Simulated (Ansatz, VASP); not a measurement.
# Cross-check of BP between VASP and Ansatz, part 2 of 3

One calculation is typed for both programs; each brings its own data sets. How far apart do they land? The cell is taken from a series of runs on this material, whose earlier steps may have relaxed, scaled, displaced or heated it; both programs get it as it stands.

VASP 6.6.1 and Ansatz 0.2.0.

So far: Set-up; Ansatz: zone-centre phonons, LDA, pair 1.

## (3) VASP: zone-centre phonons, LDA, pair 1

Level of this step: LDA; plane waves and PAW (B, P) (VASP).

The same cell, functional (in two slightly different forms) and mesh now go to VASP, with its own data sets.

Lines of VASP's logs that name or quote its potential files are left out, and so is its time.

File INCAR:

```
SYSTEM = BP
PREC = Accurate
ENCUT = 500
EDIFF = 1E-08
NELM = 120
ISMEAR = 0
SIGMA = 0.01
LREAL = .FALSE.
ALGO = Normal
GGA = CA
NBANDS = 10
LORBIT = 11
LWAVE = .FALSE.
LCHARG = .FALSE.
ISIF = 2
IBRION = 8
LEPSILON = .TRUE.
LASPH = .TRUE.
GGA_COMPAT = .FALSE.
EFERMI = MIDGAP
KPAR = 2
```

File POSCAR:

```
BP
1.0
    0.0000000000      2.2543767798      2.2003853809
    2.2543767798      0.0000000000      2.2003853809
    2.2543767798      2.2543767798      0.0000000000
B P
1 1
Direct
    0.0000000000      0.0000000000      0.0000000000
    0.7500000000      0.7500000000      0.7500000000
```

File KPOINTS:

```
Automatic mesh
0
Gamma
12 12 12
0 0 0
```

PAW data sets: B and P (LDA family, release 64).

Run with:

```sh
> mpirun -np 2 vasp_std
```

Numbers of over 12 decimals in the logs are rounded to 6 here.

The program printed:

```text
[banner, memory and clock lines left out]
running    2 mpi-ranks, on    1 nodes
 distrk:  each k-point on    1 cores,    2 groups
 distr:  one band on    1 cores,    1 groups

 POSCAR found type information on POSCAR B P
 POSCAR found :  2 types and       2 ions
 LDA part: xc-table for (Slater(with rela. corr.)+CA(PZ))
 , standard interpolation
 POSCAR, INCAR and KPOINTS ok, starting setup
 FFT: planning ... GRIDC
 FFT: planning ... GRID_SOFT
 FFT: planning ... GRID
 WAVECAR not read
 entering main loop
       N       E                     dE             d eps       ncg     rms          rms(c)
DAV:   1     0.703520346271E+01    0.70352E+01   -0.40047E+03  3268   0.697E+02
DAV:   2    -0.147887999279E+02   -0.21824E+02   -0.20785E+02  4522   0.111E+02
DAV:   3    -0.153166981486E+02   -0.52790E+00   -0.52683E+00  4022   0.160E+01
DAV:   4    -0.153187745747E+02   -0.20764E-02   -0.20761E-02  4066   0.112E+00
DAV:   5    -0.153187839472E+02   -0.93725E-05   -0.93723E-05  3902   0.706E-02    0.782E+00
DAV:   6    -0.145301262418E+02    0.78866E+00   -0.18182E+00  3596   0.637E+00    0.413E+00
DAV:   7    -0.144033294554E+02    0.12680E+00   -0.30790E-01  4150   0.297E+00    0.132E+00
DAV:   8    -0.143901887469E+02    0.13141E-01   -0.35782E-02  3862   0.106E+00    0.250E-01
DAV:   9    -0.143902182414E+02   -0.29494E-04   -0.74217E-04  3696   0.207E-01    0.165E-01
DAV:  10    -0.143902139623E+02    0.42791E-05   -0.14126E-04  3612   0.715E-02    0.351E-02
DAV:  11    -0.143902157728E+02   -0.18105E-05   -0.60781E-06  4002   0.136E-02    0.379E-02
DAV:  12    -0.143902154684E+02    0.30440E-06   -0.18549E-06  3706   0.623E-03    0.890E-03
DAV:  13    -0.143902154759E+02   -0.74954E-08   -0.64422E-08  3960   0.168E-03
   1 F= -.14390215E+02 E0= -.14390215E+02  d E =0.000000E+00
 Linear response reoptimize wavefunctions to high precision
DAV:   1    -0.143902154727E+02    0.32280E-08   -0.12757E-08  3658   0.528E-04
DAV:   2    -0.143902154727E+02   -0.11937E-10   -0.24405E-10  1846   0.128E-04
 Linear response G [H, r] |phi>, progress :
  Direction:   1
       N       E                     dE             d eps       ncg     rms
RMM:   1    -0.406564998045E+02   -0.40656E+02   -0.66323E+01  8301   0.433E+01
RMM:   2    -0.312613488082E+02    0.93952E+01   -0.24429E+00  5320   0.106E+01
RMM:   3    -0.312468680454E+02    0.14481E-01   -0.34684E-02  5603   0.111E+00
RMM:   4    -0.312464280178E+02    0.44003E-03   -0.48238E-04  5768   0.136E-01
RMM:   5    -0.312464170031E+02    0.11015E-04   -0.30670E-05  5752   0.176E-02
RMM:   6    -0.312464159174E+02    0.10857E-05   -0.11786E-05  5886   0.270E-03
RMM:   7    -0.312464156872E+02    0.23013E-06   -0.10763E-05  5646   0.563E-04
RMM:   8    -0.312464156612E+02    0.26022E-07   -0.94437E-06  4867   0.253E-04
RMM:   9    -0.312464153969E+02    0.26431E-06    0.12108E-06  4068   0.218E-04
RMM:  10    -0.312464152698E+02    0.12710E-06    0.43354E-05  3694   0.217E-04
RMM:  11    -0.312464151856E+02    0.84240E-07   -0.68521E-06  3175   0.216E-04
RMM:  12    -0.312464151997E+02   -0.14104E-07    0.81079E-06  2639   0.215E-04
 Linear response G [H, r] |phi>, progress :
  Direction:   2
       N       E                     dE             d eps       ncg     rms
RMM:   1    -0.320697082980E+02   -0.32070E+02   -0.13168E+01  8186   0.410E+01
RMM:   2    -0.267914680846E+02    0.52782E+01   -0.18936E+00  5266   0.934E+00
RMM:   3    -0.267808373816E+02    0.10631E-01   -0.29114E-02  5578   0.987E-01
RMM:   4    -0.267804598912E+02    0.37749E-03   -0.43097E-04  5798   0.122E-01
RMM:   5    -0.267804478757E+02    0.12015E-04   -0.24911E-05  5770   0.161E-02
RMM:   6    -0.267804467579E+02    0.11178E-05   -0.61097E-06  5920   0.245E-03
RMM:   7    -0.267804465754E+02    0.18248E-06   -0.40435E-06  5618   0.476E-04
RMM:   8    -0.267804464933E+02    0.82096E-07   -0.25089E-06  4892   0.187E-04
RMM:   9    -0.267804465766E+02   -0.83275E-07   -0.34389E-06  4229   0.154E-04
RMM:  10    -0.267804464367E+02    0.13987E-06    0.12160E-05  3882   0.154E-04
RMM:  11    -0.267804464790E+02   -0.42250E-07   -0.54752E-06  3286   0.153E-04
RMM:  12    -0.267804463731E+02    0.10584E-06   -0.85211E-07  2650   0.152E-04
 Linear response G [H, r] |phi>, progress :
  Direction:   3
       N       E                     dE             d eps       ncg     rms
RMM:   1    -0.362849363933E+02   -0.36285E+02   -0.35249E+01  8101   0.424E+01
RMM:   2    -0.290317931971E+02    0.72531E+01   -0.21910E+00  5253   0.101E+01
RMM:   3    -0.290204867665E+02    0.11306E-01   -0.31445E-02  5552   0.106E+00
RMM:   4    -0.290201675211E+02    0.31925E-03   -0.30226E-04  5751   0.130E-01
RMM:   5    -0.290201698343E+02   -0.23132E-05   -0.72653E-06  5745   0.170E-02
RMM:   6    -0.290201700655E+02   -0.23118E-06   -0.12819E-06  5870   0.259E-03
RMM:   7    -0.290201700661E+02   -0.66186E-09   -0.11261E-06  5595   0.521E-04
RMM:   8    -0.290201701452E+02   -0.79100E-07   -0.55778E-07  4821   0.216E-04
[...]
Linear response to external field (no local field effect), progress :
  Direction:   3
       N       E                     dE             d eps       ncg     rms          rms(c)
RMM:   1    -0.502649634824E+00   -0.50265E+00   -0.22290E+00  7338   0.289E+00
RMM:   2    -0.520338607865E+00   -0.17689E-01   -0.49256E-03  5286   0.437E-01
[...]
RMM:   1    -0.502651823380E+00   -0.50265E+00   -0.22290E+00 12672   0.289E+00
RMM:   2    -0.520339035692E+00   -0.17687E-01   -0.49284E-03  9094   0.437E-01    0.118E+00
RMM:   3    -0.505132237238E+00    0.15207E-01   -0.64029E-03  9301   0.459E-01    0.660E-01
RMM:   4    -0.516595665193E+00   -0.11463E-01   -0.59223E-03  9229   0.453E-01    0.114E-01
RMM:   5    -0.520575756161E+00   -0.39801E-02   -0.14088E-04  9346   0.794E-02    0.167E-02
RMM:   6    -0.520638208310E+00   -0.62452E-04   -0.14327E-06  9701   0.955E-03    0.839E-03
RMM:   7    -0.520710615256E+00   -0.72407E-04   -0.13430E-07  9649   0.270E-03    0.315E-04
RMM:   8    -0.520716203534E+00   -0.55883E-05   -0.33070E-09 10144   0.293E-04    0.165E-04
RMM:   9    -0.520716867203E+00   -0.66367E-06   -0.21830E-09  9842   0.196E-04    0.383E-05
RMM:  10    -0.520716703607E+00    0.16360E-06   -0.56091E-09  5809   0.372E-05    0.614E-06
 change of polarisation eV/A/(eV/A) component  3 :     0.343     0.089     0.987
 dielectric tensor                  component  3 :     2.773     0.720     8.986
 Linear response DOF=           4
 Linear response progress:
  Degree of freedom:   1/  4
       N       E                     dE             d eps       ncg     rms          rms(c)
RMM:   1    -0.473106284226E-01   -0.47311E-01   -0.10531E-02 23871   0.117E+00
RMM:   2    -0.431325458573E-01    0.41781E-02   -0.12209E-03 15011   0.245E-01    0.158E-01
RMM:   3    -0.430619342150E-01    0.70612E-04   -0.27530E-04 15577   0.976E-02    0.824E-02
RMM:   4    -0.434848859193E-01   -0.42295E-03   -0.25906E-04 15100   0.918E-02    0.984E-03
RMM:   5    -0.434585978254E-01    0.26288E-04   -0.18202E-06 16210   0.114E-02    0.116E-03
RMM:   6    -0.434611008413E-01   -0.25030E-05   -0.80692E-08 16254   0.139E-03    0.473E-04
RMM:   7    -0.434597475798E-01    0.13533E-05   -0.25123E-08 16572   0.338E-04    0.103E-04
RMM:   8    -0.434600308598E-01   -0.28328E-06   -0.30503E-08 16730   0.692E-05    0.227E-05
RMM:   9    -0.434600160078E-01    0.14852E-07   -0.29321E-08 17309   0.257E-05    0.340E-06
RMM:  10    -0.434600414280E-01   -0.25420E-07   -0.35204E-08 17177   0.119E-05    0.140E-06
RMM:  11    -0.434600330379E-01    0.83901E-08   -0.30758E-08 15048   0.880E-06    0.182E-07
 first order change of Fermi-energy   0.12647E-04
 force on displaced ion       1 direction 1 : -20.206  -0.000   0.000
 Born effective charge ion    1 direction 1 :  -0.656   0.000   0.000
 Linear response progress:
  Degree of freedom:   2/  4
       N       E                     dE             d eps       ncg     rms          rms(c)
RMM:   1    -0.465164514296E-01   -0.46516E-01   -0.77362E-03 13617   0.115E+00
RMM:   2    -0.430421525687E-01    0.34743E-02   -0.11476E-03  8809   0.238E-01    0.154E-01
RMM:   3    -0.429828067328E-01    0.59346E-04   -0.25078E-04  9024   0.946E-02    0.805E-02
RMM:   4    -0.433986109048E-01   -0.41580E-03   -0.23732E-04  8909   0.890E-02    0.971E-03
RMM:   5    -0.433760817965E-01    0.22529E-04   -0.17429E-06  9471   0.110E-02    0.137E-03
RMM:   6    -0.433775222070E-01   -0.14404E-05   -0.41931E-08  9419   0.136E-03    0.418E-04
RMM:   7    -0.433758004036E-01    0.17218E-05   -0.35171E-09  9691   0.408E-04    0.111E-04
RMM:   8    -0.433759394775E-01   -0.13907E-06    0.68168E-10  9821   0.672E-05    0.437E-05
RMM:   9    -0.433759034421E-01    0.36035E-07    0.85364E-09 10043   0.275E-05    0.312E-06
RMM:  10    -0.433759247763E-01   -0.21334E-07   -0.11356E-09  9789   0.999E-06    0.141E-06
RMM:  11    -0.433759169109E-01    0.78655E-08    0.13442E-09  8736   0.728E-06    0.202E-07
 first order change of Fermi-energy   0.40364E-03
 force on displaced ion       1 direction 3 :  -0.000  -0.000 -20.241
 Born effective charge ion    1 direction 3 :   0.000   0.000  -0.677
 Linear response progress:
  Degree of freedom:   3/  4
       N       E                     dE             d eps       ncg     rms          rms(c)
RMM:   1    -0.441982054144E-01   -0.44198E-01   -0.17535E-03 22278   0.144E+00
RMM:   2    -0.410095768120E-01    0.31886E-02   -0.91378E-04 14754   0.225E-01    0.154E-01
RMM:   3    -0.410406657722E-01   -0.31089E-04   -0.30382E-05 15738   0.385E-02    0.871E-02
RMM:   4    -0.413389123905E-01   -0.29825E-03   -0.29208E-05 15648   0.372E-02    0.819E-03
RMM:   5    -0.413074321210E-01    0.31480E-04   -0.11661E-06 16457   0.652E-03    0.390E-03
RMM:   6    -0.413028493793E-01    0.45827E-05    0.44992E-08 16350   0.849E-04    0.253E-03
RMM:   7    -0.413028345178E-01    0.14861E-07    0.13574E-08 16564   0.438E-04    0.123E-04
RMM:   8    -0.413023064643E-01    0.52805E-06    0.17334E-08 16755   0.806E-05    0.611E-05
RMM:   9    -0.413022134804E-01    0.92984E-07    0.28017E-08 17172   0.286E-05    0.460E-06
RMM:  10    -0.413022244780E-01   -0.10998E-07    0.24429E-08 17304   0.105E-05    0.545E-06
RMM:  11    -0.413022147634E-01    0.97146E-08    0.28192E-08 14962   0.839E-06    0.357E-07
 first order change of Fermi-energy   0.43763E-04
 force on displaced ion       2 direction 1 : -20.208   0.000   0.000
 Born effective charge ion    2 direction 1 :   0.652   0.000   0.000
 Linear response progress:
  Degree of freedom:   4/  4
       N       E                     dE             d eps       ncg     rms          rms(c)
RMM:   1    -0.433626313293E-01   -0.43363E-01   -0.55387E-04 12893   0.142E+00
RMM:   2    -0.406415510566E-01    0.27211E-02   -0.82409E-04  8681   0.217E-01    0.149E-01
RMM:   3    -0.406573991443E-01   -0.15848E-04   -0.23410E-05  9190   0.361E-02    0.848E-02
RMM:   4    -0.409277935647E-01   -0.27039E-03   -0.23988E-05  9129   0.351E-02    0.771E-03
RMM:   5    -0.408987411804E-01    0.29052E-04   -0.89095E-07  9567   0.573E-03    0.377E-03
RMM:   6    -0.408935125307E-01    0.52286E-05   -0.53436E-09  9498   0.783E-04    0.233E-03
RMM:   7    -0.408932451150E-01    0.26742E-06   -0.56845E-09  9636   0.385E-04    0.122E-04
RMM:   8    -0.408928302263E-01    0.41489E-06   -0.78122E-10  9761   0.632E-05    0.422E-05
RMM:   9    -0.408927773635E-01    0.52863E-07   -0.46033E-09  9956   0.231E-05    0.375E-06
RMM:  10    -0.408927880489E-01   -0.10685E-07    0.67425E-09 10157   0.793E-06    0.497E-06
RMM:  11    -0.408927788675E-01    0.91813E-08    0.87236E-09  8504   0.582E-06    0.187E-07
 first order change of Fermi-energy   0.33467E-03
 force on displaced ion       2 direction 3 :  -0.000  -0.000 -20.246
 Born effective charge ion    2 direction 3 :   0.000   0.000   0.673
 Born effective charges drift removed
 Linear response finished
```

From OUTCAR (step 3):

```text
ion  position               nearest neighbor table
   1  0.000  0.000  0.000-   2 1.94   2 1.94   2 1.94   2 1.94
   2  0.750  0.750  0.750-   1 1.94   1 1.94   1 1.94   1 1.94

  LATTYP: Found a body centered tetragonal cell.
 ALAT       =     3.1881702167
 C/A-ratio  =     1.3803437278

 Subroutine GETGRP returns: Found  8 space group operations
 (whereof  8 operations were pure point group operations)

The static configuration has the point symmetry D_2d.

 Found    163 irreducible k-points:

   k-points           NKPTS =    163   k-points in BZ     NKDIM =    163   number of bands    NBANDS=     10

   dimension x,y,z NGX =    24 NGY =   24 NGZ =   24
   dimension x,y,z NGXF=    48 NGYF=   48 NGZF=   48

   ENCUT  =  500.0 eV  36.75 Ry    6.06 a.u.   5.74  5.74  5.81*2*pi/ulx,y,z

   NELECT =       8.0000    total number of electrons

 k-points in reciprocal lattice and weights: Automatic mesh
   0.00000000  0.00000000  0.00000000       0.001
   0.08333333 -0.00000000  0.00000000       0.005
   0.16666667 -0.00000000  0.00000000       0.005
   0.25000000  0.00000000  0.00000000       0.005
   0.33333333  0.00000000  0.00000000       0.005
   0.41666667 -0.00000000  0.00000000       0.005
   0.50000000  0.00000000  0.00000000       0.002
   0.08333333  0.08333333  0.00000000       0.001
   0.16666667  0.08333333  0.00000000       0.005
[...]
-0.33333333  0.16666667  0.50000000       0.002
  -0.25000000  0.25000000  0.50000000       0.001

 average (electrostatic) potential at core
       1 -29.3763       2 -81.7582

  Total       -0.0175158     -0.0175158      0.8877867      0.0000000      0.0000000      0.0000000
  in kB       -1.2547528     -1.2547528     63.5971237      0.0000000      0.0000000      0.0000000
  external PRESSURE =      20.3625394 kB  Pullay stress =       0.0000000 kB

  energy-cutoff  :      500.00
  volume of cell :       22.37
      direct lattice vectors                 reciprocal lattice vectors
     0.000000000  2.254376780  2.200385381    -0.221790787  0.221790787  0.227232922
     2.254376780  0.000000000  2.200385381     0.221790787 -0.221790787  0.227232922
     2.254376780  2.254376780  0.000000000     0.221790787  0.221790787 -0.227232922

 POSITION                                       TOTAL-FORCE (eV/Angst)
 -----------------------------------------------------------------------------------
      0.00000      0.00000      0.00000        -0.000000     -0.000000     -0.000000
      3.38157      3.38157      3.30058         0.000000      0.000000      0.000000
 -----------------------------------------------------------------------------------
    total drift:                               -0.000000     -0.000000      0.000000

 MACROSCOPIC STATIC DIELECTRIC TENSOR (including local field effects in DFT)
 ------------------------------------------------------
           9.343947     0.000000     0.000000
          -0.000000     9.343947     0.000000
           0.000000    -0.000000     8.985900
 ------------------------------------------------------

 PIEZOELECTRIC TENSOR (including local field effects)  for field in x, y, z        (C/m^2)
          XX          YY          ZZ          XY          YZ          ZX
  --------------------------------------------------------------------------------
  x    -0.00000     0.00000    -0.00000     0.00000    -0.17869     0.00000
  y    -0.00000    -0.00000    -0.00000     0.00000     0.00000    -0.17869
  z     0.00000     0.00000     0.00000    -0.20548     0.00000     0.00000

 BORN EFFECTIVE CHARGES (including local field effects) (in |e|, cummulative output)
 ---------------------------------------------------------------------------------
 ion    1
    1    -0.65318     0.00000     0.00000
    2     0.00000    -0.65318     0.00000
    3     0.00000     0.00000    -0.67488
 ion    2
    1     0.65318     0.00000     0.00000
    2     0.00000     0.65318     0.00000
    3     0.00000     0.00000     0.67488

 Eigenvectors and eigenvalues of the dynamical matrix
 ----------------------------------------------------

   1 f  =   24.846059 THz   156.112393 2PiTHz  828.775320 cm-1   102.754997 meV
             X         Y         Z           dx          dy          dz
      0.000000  0.000000  0.000000     0.000000    0.000000    0.860943
      3.381565  3.381565  3.300578     0.000000    0.000000   -0.508702

   2 f  =   24.824350 THz   155.975991 2PiTHz  828.051181 cm-1   102.665216 meV
             X         Y         Z           dx          dy          dz
      0.000000  0.000000  0.000000    -0.860963   -0.000000    0.000000
      3.381565  3.381565  3.300578     0.508668   -0.000000    0.000000

   3 f  =   24.824350 THz   155.975991 2PiTHz  828.051181 cm-1   102.665216 meV
             X         Y         Z           dx          dy          dz
      0.000000  0.000000  0.000000     0.000000   -0.860963    0.000000
      3.381565  3.381565  3.300578     0.000000    0.508668    0.000000

   4 f/i=    0.000398 THz     0.002500 2PiTHz    0.013273 cm-1     0.001646 meV
             X         Y         Z           dx          dy          dz
      0.000000  0.000000  0.000000    -0.310228   -0.403115    0.000000
      3.381565  3.381565  3.300578    -0.525087   -0.682305    0.000000

   5 f/i=    0.000398 THz     0.002500 2PiTHz    0.013273 cm-1     0.001646 meV
             X         Y         Z           dx          dy          dz
      0.000000  0.000000  0.000000     0.403115   -0.310228    0.000000
      3.381565  3.381565  3.300578     0.682305   -0.525087    0.000000

   6 f/i=    0.001379 THz     0.008665 2PiTHz    0.046003 cm-1     0.005704 meV
             X         Y         Z           dx          dy          dz
      0.000000  0.000000  0.000000     0.000000    0.000000   -0.508702
      3.381565  3.381565  3.300578     0.000000    0.000000   -0.860943

 MACROSCOPIC STATIC DIELECTRIC TENSOR IONIC CONTRIBUTION
 ------------------------------------------------------
           0.170824     0.000000     0.000000
           0.000000     0.170824     0.000000
           0.000000     0.000000     0.182036
 ------------------------------------------------------

 ELASTIC MODULI CONTR FROM IONIC RELAXATION (kBar)
 Direction    XX          YY          ZZ          XY          YZ          ZX
 --------------------------------------------------------------------------------
 XX           0.0000      0.0000      0.0000      0.0000      0.0000      0.0000
 YY           0.0000      0.0000      0.0000      0.0000      0.0000      0.0000
 ZZ           0.0000      0.0000      0.0000      0.0000      0.0000      0.0000
 XY           0.0000      0.0000      0.0000   -258.3795      0.0000      0.0000
 YZ           0.0000      0.0000      0.0000      0.0000   -239.3299      0.0000
 ZX           0.0000      0.0000      0.0000      0.0000      0.0000   -234.0447
 --------------------------------------------------------------------------------

 PIEZOELECTRIC TENSOR IONIC CONTR  for field in x, y, z        (C/m^2)
          XX          YY          ZZ          XY          YZ          ZX
  --------------------------------------------------------------------------------
  x     0.00000     0.00000     0.00000     0.00000     0.19026     0.00000
  y     0.00000     0.00000     0.00000     0.00000     0.00000     0.18815
  z     0.00000     0.00000     0.00000     0.20407     0.00000     0.00000
```

## (4) Side by side

Known differences besides the potentials themselves: the two LDA forms differ slightly; fixed occupations in Ansatz, narrow Gaussian smearing in VASP; VASP's response is taken on the typed mesh, Ansatz refines its own for the field response alone; the cutoff is 420 eV in Ansatz and 500 eV in VASP; VASP's log shows a relativistic correction to its local exchange, Ansatz's none. Total energies have different zeros and are not compared.

Both answers:

| quantity | Ansatz | VASP | difference |
| --- | --- | --- | --- |
| ε∞ xx | 9.31 | 9.34 | -0.33 % |
| ε∞ yy | 9.31 | 9.34 | -0.33 % |
| ε∞ zz | 8.95 | 8.99 | -0.36 % |
| Born charge of B1 (mean of the diagonal) (e) | -0.68 | -0.66 | -0.02 |
| Born charge of P2 (mean of the diagonal) (e) | 0.68 | 0.66 | +0.02 |
| optical mode 1 to 2 (cm⁻¹) | 830.1 | 828.1 | +0.25 % |
| optical mode 3 (cm⁻¹) | 830.8 | 828.8 | +0.24 % |

Modes are paired by rising frequency, not by their patterns, so a pair may set unlike modes beside each other; they are those without the splitting of longitudinal modes.

[end of part 2 of 3]

[Lines on the potential files, build, host, timing and source positions are cut from VASP's logs without a mark.]

[Logs are printed without paths, hosts, clocks, repeated set-up lines and the standing remarks that a program may print on its own settings, such as how far it seeks lower states.]

[Hosts, paths, dates, database ids (printed as entryN), source tags and the programs' standing remarks are cut or masked in the printed files.]
